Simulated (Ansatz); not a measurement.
**NaF (Villiaumite) under changes of volume**

One of the cells (12.487 Å³/atom); the others are scaled copies at fixed shape and fractional positions:

```
CELL_PARAMETERS angstrom
0.00000 2.32000 2.32000
2.32000 0.00000 2.32000
2.32000 2.32000 0.00000
ATOMIC_POSITIONS crystal
Na 0.00000 0.00000 0.00000
F 0.50000 0.50000 0.50000
```

```yaml
Program: Ansatz 0.2.0
Functional: r2SCAN
Potentials_or_basis: Ansatz PAW
Cutoff: "500 eV (not typed: the program's choice for these potentials)"
k_mesh: 10 × 10 × 10
Occupations: fermi-dirac, width 0.05 eV
Spin: no spin polarisation
```

```csv
volume (Å³/atom),energy over the lowest point (meV/atom),pressure (GPa),gap on the mesh (eV)
11.738,?,?,?
11.988,0.09,0.6,7.35
12.237,0.00,-0.5,7.23
12.487,1.57,-1.5,7.11
12.737,4.62,-2.4,7.00
12.987,8.99,-3.2,6.90
13.236,14.52,-3.9,6.80
```

Question: What does the run at 11.738 Å³/atom give?

Answer: Energy over the lowest point 2.03 meV/atom; pressure 1.9 GPa; gap on the mesh 7.47 eV.

Worked out: A Birch-Murnaghan fit of order 3 (a polynomial in V^(-2/3)) to the other rows has its minimum at 12.12 Å³/atom with B0 = V·E''(V) = 54 GPa and B' = 4.5. It gives 2.04 meV/atom at 11.738 Å³/atom, against the run's 2.03, and -dE/dV = 1.9 GPa, against 1.9. A straight line through the other rows of the gap, of slope -5.55 eV per unit of ln V (its deformation potential), extrapolates to 7.46 eV, against the run's 7.47.

Energies are extrapolated to zero smearing.

Caveats: the PAW data sets come from PBE, with cores solved anew for the run's functional, which leaves a small shift of forces and pressure.

A mesh can miss the band edges.
